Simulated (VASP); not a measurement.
# MgO (P6_3mc) in VASP: notebook, part 2 of 2

VASP 6.6.1. Earlier steps stand in the parts before.

### 4 Single point, r2SCAN

Contents of POSCAR:

```
MgO
1.0
    3.2882172536      0.0000000000      0.0000000000
   -1.6441086268      2.8476796748      0.0000000000
    0.0000000000      0.0000000000      5.0343661375
Mg O
2 2
Direct
    0.3333333333      0.6666666667     -0.0098385294
    0.6666666667      0.3333333333      0.4901614706
    0.3333333333      0.6666666667      0.3848385294
    0.6666666667      0.3333333333      0.8848385294
```

Contents of INCAR.step1:

```
ALGO = Normal
EDIFF = 1E-4
ENCUT = 520
GGA = PE
ISMEAR = 1
LASPH = T
LCHARG = F
LREAL = F
LWAVE = T
NBANDS = 16
NELM = 60
PREC = Accurate
SIGMA = 0.001
```

Contents of INCAR.step2:

```
ALGO = Normal
EDIFF = 1E-6
ENCUT = 520
ISIF = 2
ISMEAR = 1
ISTART = 1
LASPH = T
LCHARG = F
LMIXTAU = T
LREAL = F
LWAVE = F
METAGGA = R2SCAN
NBANDS = 16
NELM = 60
PREC = Accurate
SIGMA = 0.001
```

Contents of KPOINTS:

```
k-points
0
Gamma
  6 6 4
```

Potentials or basis: VASP PAW PBE potentials, release 64 (Mg, O).

The run is started by

```sh
> cat potpaw_PBE.64/Mg/POTCAR potpaw_PBE.64/O/POTCAR > POTCAR
> cp INCAR.step1 INCAR
> mpirun -np 1 vasp_std > vasp.out
> cp INCAR.step2 INCAR
> mpirun -np 1 vasp_std > vasp.out
```

OUTCAR:

```text
EDIFF = 1E-6
   ENCUT = 520
   ISIF = 2
   ISMEAR = 1
   ISTART = 1
   LASPH = T
   LREAL = F
   METAGGA = R2SCAN
   NELM = 60
   PREC = Accurate

 ion  position               nearest neighbor table
   1  0.333  0.667  0.990-   4 1.97   4 1.97   4 1.97   3 1.99   2 3.15   2 3.15   2 3.15   2 3.15
                             2 3.15   2 3.15
   2  0.667  0.333  0.490-   3 1.97   3 1.97   3 1.97   4 1.99   1 3.15   1 3.15   1 3.15   1 3.15
                             1 3.15   1 3.15
   3  0.333  0.667  0.385-   2 1.97   2 1.97   2 1.97   1 1.99
   4  0.667  0.333  0.885-   1 1.97   1 1.97   1 1.97   2 1.99

  LATTYP: Found a hexagonal cell.
 ALAT       =     3.2882172536
 C/A-ratio  =     1.5310320910

  Lattice vectors:

 A1 = (   3.2882172536,   0.0000000000,   0.0000000000)
 A2 = (  -1.6441086268,   2.8476796748,   0.0000000000)
 A3 = (   0.0000000000,   0.0000000000,   5.0343661375)

Analysis of symmetry for initial positions (statically):
=====================================================================
 Subroutine PRICEL returns:
 Original cell was already a primitive cell.

 Routine SETGRP: Setting up the symmetry group for a
 hexagonal supercell.

 Subroutine GETGRP returns: Found 12 space group operations
 (whereof  6 operations were pure point group operations)
 out of a pool of 24 trial point group operations.

The static configuration has the point symmetry C_3v.
 The point group associated with its full space group is C_6v.

Analysis of symmetry for dynamics (positions and initial velocities):
=====================================================================
 Subroutine PRICEL returns:
 Original cell was already a primitive cell.

 Routine SETGRP: Setting up the symmetry group for a
 hexagonal supercell.

[... 123 lines left out ...]
   IMIX   =      4    mixing-type and parameters
     AMIX     =   0.40;   BMIX     =  1.00
     AMIX_MAG =   1.60;   BMIX_MAG =  1.00
  volume/ion in A,a.u.               =      11.79        79.53
  Fermi-wavevector in a.u.,A,eV,Ry     =   1.141956  2.157984 17.742859  1.304063
  Thomas-Fermi vector in A             =   2.278655
   LORBIT       =      0    0 simple, 1 ext, 2 COOP (PROOUT), +10 PAW based schemes
   METAGGA = R2SCAN    functional components
   LHFCALC =     F    Hartree Fock is set to
   AEXX    =    0.0000 exact exchange contribution
   IVDW    =     0    specifies the selected vdW correction
   LEPSILON=     F    determine dielectric tensor
   LRPA    =     F    only Hartree local field effects (RPA)
 non-spin polarized calculation
 Methfessel and Paxton  Order N= 1 SIGMA  =   0.00
  energy-cutoff  :      520.00
  volume of cell :       47.14
 maximum number of plane-waves:      1284
   NGX = 13   NGY = 13   NGZ = 19

 number of electron      16.0000010 magnetization

 Free energy of the ion-electron system (eV)
  ---------------------------------------------------
  ext. energy  EPLUGINS =         0.00000000
  ---------------------------------------------------
  free energy    TOTEN  =       -31.85551864 eV

  energy without entropy =      -31.85551864  energy(sigma->0) =      -31.85551864

 E-fermi :   0.7243     XC(G=0): -10.2038

 val. band max:        0.6744054921   @ k =   0.0000   0.0000   0.0000
 cond. band min:       4.8821890668   @ k =   0.0000   0.0000   0.0000
 fundamental gap:      4.2077835747
 Fermi energy:         0.7242634099

 k-point     1 :       0.0000    0.0000    0.0000
  band No.  band energies     occupation
      1     -16.4791      2.00000
      2     -15.7178      2.00000
      3      -2.5702      2.00000
      4      -0.0155      2.00000
      5      -0.0155      2.00000
      6       0.2981      2.00000
[... 376 lines left out ...]
      3      -1.8695      2.00000
      4      -1.8695      2.00000
      5      -1.3998      2.00000
      6      -1.3998      2.00000
[... 8 lines left out ...]
     15      17.5913      0.00000
     16      17.5913      0.00000

------------------------ aborting loop because EDIFF is reached ----------------------------------------

  FORCE on cell =-STRESS in cart. coord.  units (eV):
  Direction    XX          YY          ZZ          XY          YZ          ZX
  --------------------------------------------------------------------------------------
  -------------------------------------------------------------------------------------
  Total       -0.1653620     -0.1653620     -0.1451159      0.0000000      0.0000000      0.0000000
  in kB       -5.6201756     -5.6201756     -4.9320685      0.0000000      0.0000000      0.0000000
  external PRESSURE =      -5.3908066 kB  Pullay stress =       0.0000000 kB

 VOLUME and BASIS-vectors are now :
 -----------------------------------------------------------------------------
  energy-cutoff  :      520.00
  volume of cell :       47.14
      direct lattice vectors                 reciprocal lattice vectors
     3.288217254  0.000000000  0.000000000     0.304116159  0.175581546  0.000000000
    -1.644108627  2.847679675  0.000000000     0.000000000  0.351163092  0.000000000
     0.000000000  0.000000000  5.034366138     0.000000000  0.000000000  0.198634738

 POSITION                                       TOTAL-FORCE (eV/Angst)
 -----------------------------------------------------------------------------------
     -0.00000      1.89845      4.98484         0.000000     -0.000000      0.002010
      1.64411      0.94923      2.46765        -0.000000      0.000000      0.002010
     -0.00000      1.89845      1.93742        -0.000000      0.000000     -0.002010
      1.64411      0.94923      4.45460        -0.000000     -0.000000     -0.002010
 -----------------------------------------------------------------------------------
    total drift:                                0.000000      0.000000     -0.002319

  FREE ENERGIE OF THE ION-ELECTRON SYSTEM (eV)
  ---------------------------------------------------
  free  energy   TOTEN  =       -31.8555186449 eV

  energy  without entropy=      -31.8555186449  energy(sigma->0) =      -31.85551864
```

OSZICAR.step1:

```text
N       E                     dE             d eps       ncg     rms          rms(c)
DAV:   1     0.632496675132E+02    0.63250E+02   -0.73823E+03   672   0.878E+02
DAV:   2    -0.236649925265E+02   -0.86915E+02   -0.80081E+02   912   0.201E+02
DAV:   3    -0.277865074131E+02   -0.41215E+01   -0.41143E+01   768   0.452E+01
DAV:   4    -0.278027759716E+02   -0.16269E-01   -0.16268E-01   824   0.335E+00
DAV:   5    -0.278028563076E+02   -0.80336E-04   -0.80336E-04   792   0.223E-01    0.117E+01
DAV:   6    -0.235714288637E+02    0.42314E+01   -0.12252E+01   672   0.262E+01    0.385E+00
DAV:   7    -0.235244853256E+02    0.46944E-01   -0.16590E-01   672   0.326E+00    0.220E+00
DAV:   8    -0.235202271156E+02    0.42582E-02   -0.95028E-02   704   0.337E+00    0.502E-01
DAV:   9    -0.235178252066E+02    0.24019E-02   -0.30935E-03   816   0.510E-01    0.175E-01
DAV:  10    -0.235185702944E+02   -0.74509E-03   -0.15492E-03   688   0.255E-01    0.303E-02
DAV:  11    -0.235185917780E+02   -0.21484E-04   -0.14310E-05   440   0.272E-02
   1 F= -.23518592E+02 E0= -.23518592E+02  d E =0.000000E+00
```

Run time: 34 s. Hardware: 1 thread of AMD EPYC 9R45 (Zen 5), shared host; peak memory 0.14 GiB.

What came out:

| Quantity | Value |
| --- | --- |
| Free energy | -31.8555 eV |
| Pressure | -0.5 GPa |
| Band gap on the k mesh | 4.21 eV, direct |

Forces on the atoms (eV/Å):
```
Mg   0.000  0.000  0.002
Mg   0.000  0.000  0.002
O    0.000  0.000 -0.002
O    0.000  0.000 -0.002
```

Caveat: the PAW data sets were made with another functional, which shifts forces and pressure a little. r2SCAN opens gaps a little over a GGA but as a rule still falls short of measured ones.

### 5 Overview

```csv
level,k mesh,smearing,exchange at q = 0,grid for exact exchange (PRECFOCK),screening parameter,mesh quality,gap on the mesh (eV),pressure (GPa)
HSE06,6 × 6 × 2,gaussian 0.01 eV,truncated,Normal,0.2079 1/A,coarse,5.14,-0.1
r2SCAN,6 × 6 × 4,gaussian 0.01 eV,-,-,-,not flagged,4.21,-0.6
r2SCAN,6 × 6 × 4,methfessel-paxton 0.001 eV,-,-,-,not flagged,4.21,-0.5
```

Alike in all rows: task single point; potentials or basis VASP PAW PBE potentials, release 64 (Mg, O); no spin polarisation; cell as given; cutoff (eV) 520.

Caveats: some runs use coarse meshes; the PAW data sets were made with another functional, which shifts forces and pressure a little.

Total energies depend on the potentials used, so only differences within one code and one set of settings carry meaning.
